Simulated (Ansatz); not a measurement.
**Fe under changes of volume**

One of the cells (11.435 Å³/atom); the others are scaled copies at fixed shape and fractional positions:

```
CELL_PARAMETERS angstrom
0.00000 1.94174 1.96511
1.49844 0.00000 1.96511
1.49844 1.94174 0.00000
ATOMIC_POSITIONS crystal
Fe 0.00000 0.00000 0.00000
```

* Program: Ansatz 0.2.0
* Functional: PBEsol
* Potentials or basis: Ansatz PAW
* Cutoff: 420 eV (not typed: the program's choice for these potentials)
* k mesh: 13 × 13 × 13
* Occupations: fermi-dirac, width 0.05 eV
* Spin: collinear spin, ferromagnetic start
* Starting moments: [3.0] μB

```csv
volume (Å³/atom),energy over the lowest point (meV/atom),pressure (GPa),moment (μB per cell)
10.749,0.00,1.6,2.06
10.978,1.26,-3.0,2.10
11.207,?,?,?
11.435,21.46,-10.4,2.18
11.664,38.58,-13.2,2.23
11.893,59.25,-15.7,2.28
12.121,83.21,-17.9,2.32
```

**Question.** What does the run at 11.207 Å³/atom give?

**Answer.** Energy over the lowest point 8.72 meV/atom; pressure -7.0 GPa; moment 2.13 μB per cell.

Worked out: A Birch-Murnaghan fit of order 3 (a polynomial in V^(-2/3)) to the other rows has its minimum at 10.82 Å³/atom with B0 = V·E''(V) = 227 GPa and B' = 6.6 at fixed shape and positions, which overstates the stiffness. It gives 8.79 meV/atom at 11.207 Å³/atom, against the run's 8.72, and -dE/dV = -7.2 GPa, against -7.0. A straight line through the other rows of the moment, of slope 0.191 μB per Å³/atom, gives 2.14 μB, against the run's 2.13.

Energies are extrapolated to zero smearing.

Caveats: the PAW data sets come from PBE, with cores solved anew for the run's functional, which leaves a small shift of forces and pressure.
